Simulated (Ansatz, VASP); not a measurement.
## C in VASP and in Ansatz

Contents of INCAR:

```
PREC = Accurate ; ENCUT = 520
EDIFF = 1E-6 ; ISMEAR = -1
SIGMA = 0.02 ; LREAL = F
LASPH = T ; NELM = 80
ALGO = Normal ; ISIF = 2
LWAVE = F ; LCHARG = F
GGA = PE ; NBANDS = 11
```

KPOINTS

```
Automatic mesh
0
Gamma
  12 12 12
```

The input POSCAR:

```
C
1.0
    0.0356024828      1.7801241423      1.7801241423
    1.7801241423      0.0356024828      1.7801241423
    1.8157266251      1.8157266251      0.0000000000
C
2
Direct
    0.0003241745      0.0003241745     -0.0003241745
    0.2496758255      0.2496758255      0.2503241745
```

Input for Ansatz:

```yaml
crystal:
  lattice:
    - [0.0356024828, 1.7801241423, 1.7801241423]
    - [1.7801241423, 0.0356024828, 1.7801241423]
    - [1.8157266251, 1.8157266251, 0.0]
  atoms:
    - { symbol: C, position: [0.0003241745, 0.0003241745, -0.0003241745] }
    - { symbol: C, position: [0.2496758255, 0.2496758255, 0.2503241745] }
kpoints:
  mp_grid: { grid: [12, 12, 12] }
  band_path:
    path:
      - [0.0, 0.0, 0.0]
      - [0.5, 0.0, 0.5]
      - [0.625, 0.25, 0.625]
      - [0.375, 0.375, 0.75]
      - [0.5, 0.5, 0.5]
      - [0.5, 0.25, 0.75]
      - [0.35, 0.0, 0.35]
    npoints: 1
hamiltonian:
  xc: pbe
scf:
  occupations: { method: fermi_dirac, width: 0.02 }
  n_extra_bands: 4
output:
  forces: true
  stress: true
  eigenvalues: true
```

Change from the starting cell: shear_xy strain +4.0%.

Alike in both runs: task single point; functional PBE; k mesh 12 × 12 × 12; occupations fermi-dirac, width 0.02 eV; no spin polarisation.

|  | VASP | Ansatz |
| --- | --- | --- |
| version | VASP 6.6.1 | Ansatz 0.2.0 |
| potentials or method | VASP PAW PBE potentials, release 64 (C) | plane waves, PAW |
| plane-wave cutoff (eV) | 520 | 420 |
| valence electrons in the cell | 8 | 8 |

```csv
,VASP,Ansatz,Ansatz less VASP
gap on the k mesh at the Fermi level (eV),3.89,3.90,+0.007
pressure (GPa),5.7,5.0,-0.71
largest component of the traceless stress (GPa),23.03,22.88,-0.147
rms of the force components (eV/Å),0.031,0.025,-0.0064
```

Atom by atom the forces differ by 0.006 eV/Å (rms over components).
